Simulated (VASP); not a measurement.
**From VASP inputs to Ansatz: BaS (zincblende)**

INCAR, step 1 (PBE orbitals to start from)

```
NELM = 120
LASPH = .TRUE.
PREC = Accurate
GGA = PE
NBANDS = 15
ISMEAR = 0
SIGMA = 0.01
ENCUT = 520
LCHARG = .FALSE.
LWAVE = .TRUE.
EDIFF = 1E-5
LREAL = .FALSE.
```

INCAR, step 2

```
SIGMA = 0.01
GGA = PE
LWAVE = .FALSE.
NSW = 0
PREC = Accurate
LREAL = .FALSE.
LHFCALC = .TRUE.
HFRCUT = -1
ALGO = Normal
ENCUT = 520
ISMEAR = 0
PRECFOCK = Fast
LASPH = .TRUE.
NBANDS = 15
NELM = 120
LCHARG = .FALSE.
EDIFF = 1E-7
ISTART = 1
ISIF = 2
AEXX = 0.25
IBRION = -1
```

KPOINTS

```
KPOINTS created by Atomic Simulation Environment
0
Gamma
4 4 4
0 0 0
```

KPOINTS_OPT

```
special points
6
Reciprocal
0.0000000000 0.0000000000 0.0000000000 1
0.5000000000 0.0000000000 0.5000000000 1
0.5000000000 0.2500000000 0.7500000000 1
0.3750000000 0.3750000000 0.7500000000 1
0.5000000000 0.5000000000 0.5000000000 1
0.6250000000 0.2500000000 0.6250000000 1
```

POSCAR

```
Ba S
 1.0000000000000000
     0.0000000000000000    3.5194117709000001    3.5194117709000001
     3.5194117709000001    0.0000000000000000    3.5194117709000001
     3.5194117709000001    3.5194117709000001    0.0000000000000000
 Ba  S
   1   1
Cartesian
  0.0000000000000000  0.0000000000000000  0.0000000000000000
  1.7597058854500001  1.7597058854500001  1.7597058854500001
```

VASP ran with the recommended PBE PAW datasets (16 valence electrons in the cell).

Task: Write an Ansatz input for this cell and level of theory.

Result: 

```yaml
crystal:
  lattice:
    - [0.0, 3.5194117709, 3.5194117709]
    - [3.5194117709, 0.0, 3.5194117709]
    - [3.5194117709, 3.5194117709, 0.0]
  atoms:
    - { symbol: Ba, position: [0.0, 0.0, 0.0] }
    - { symbol: S, position: [0.25, 0.25, 0.25] }
kpoints:
  mp_grid: { grid: [4, 4, 4] }
  band_path:
    path:
      - [0.0, 0.0, 0.0]
      - [0.5, 0.0, 0.5]
      - [0.5, 0.25, 0.75]
      - [0.375, 0.375, 0.75]
      - [0.5, 0.5, 0.5]
      - [0.625, 0.25, 0.625]
    npoints: 1
hamiltonian:
  xc: pbe0
scf:
  occupations: { method: fixed }
  n_extra_bands: 4
output:
  forces: true
  stress: true
  eigenvalues: true
```

Other inputs would serve too.

```
                              VASP    Ansatz
gap between bands v and c  4.34 eV   4.34 eV
         least direct gap  5.06 eV   5.06 eV
                 pressure  0.2 GPa  -0.2 GPa
```

Each program uses its own PAW datasets. VASP's cell holds 16 valence electrons and Ansatz's 16. Ansatz's stress includes a Pulay correction; VASP's doesn't.
